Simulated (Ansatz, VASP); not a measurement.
# GaN: VASP beside Ansatz

The input INCAR:

```
SYSTEM = GaN
PREC = Accurate
ENCUT = 600
EDIFF = 1E-6
ISMEAR = 0
SIGMA = 0.01
LREAL = .False.
LASPH = .True.
NELM = 100
ALGO = Normal
ISIF = 3
LWAVE = .False.
LCHARG = .False.
GGA = PE
IBRION = 2
NSW = 80
EDIFFG = -0.001
```

File KPOINTS:

```
Automatic mesh
0
Gamma
  10 10 10
  0 0 0
```

Contents of POSCAR:

```
GaN
1.0
    0.0000000000      2.2742384991      2.2742384991
    2.2742384991      0.0000000000      2.2742384991
    2.2742384991      2.2742384991      0.0000000000
Ga N
1 1
Direct
    0.0000000000      0.0000000000      0.0000000000
    0.7500000000      0.7500000000      0.7500000000
```

Input for Ansatz:

```yaml
crystal:
  lattice:
    - [0.0, 2.2742384951, 2.2742384951]
    - [2.2742384951, 0.0, 2.2742384951]
    - [2.2742384951, 2.2742384951, 0.0]
  atoms:
    - { symbol: Ga, position: [0.0, 0.0, 0.0] }
    - { symbol: "N", position: [0.75, 0.75, 0.75] }
basis:
  ecutwfc: 420
kpoints:
  mp_grid: { grid: [10, 10, 10] }
hamiltonian:
  xc: pbe
scf:
  occupations: { method: fixed }
output:
  forces: true
  stress: true
  eigenvalues: true
  write_density: true
  write_potential: true
  elf: true
  volumetric_format: npy
relax:
  adjacent_minimum: "off"
  f_tol: 0.001
  max_steps: 60
  cell: { stress_tol: 0.01 }
```

Alike in both runs: task relaxation of cell and atoms; functional PBE; k mesh 10 × 10 × 10; no spin polarisation.

```csv
,VASP,Ansatz
version,VASP 6.6.1,Ansatz 0.2.0
potentials or method,"VASP PAW PBE potentials, release 64 (Ga_d, N)","scalar-relativistic, plane waves, PAW"
plane-wave cutoff (eV),600,420
occupations,"gaussian, width 0.01 eV",fixed
valence electrons in the cell,18,18
```

Ansatz gave:

* gap on the k mesh at the Fermi level, each at its own relaxed structure (eV): 1.54
* relaxed volume (Å³/atom): 11.76
* relaxed cell length with the largest relative difference (Å): 3.216

Q: What did VASP give for the same quantities?

A: gap on the k mesh at the Fermi level, each at its own relaxed structure (eV): 1.55; relaxed volume (Å³/atom): 11.76; relaxed cell length with the largest relative difference (Å): 3.216.
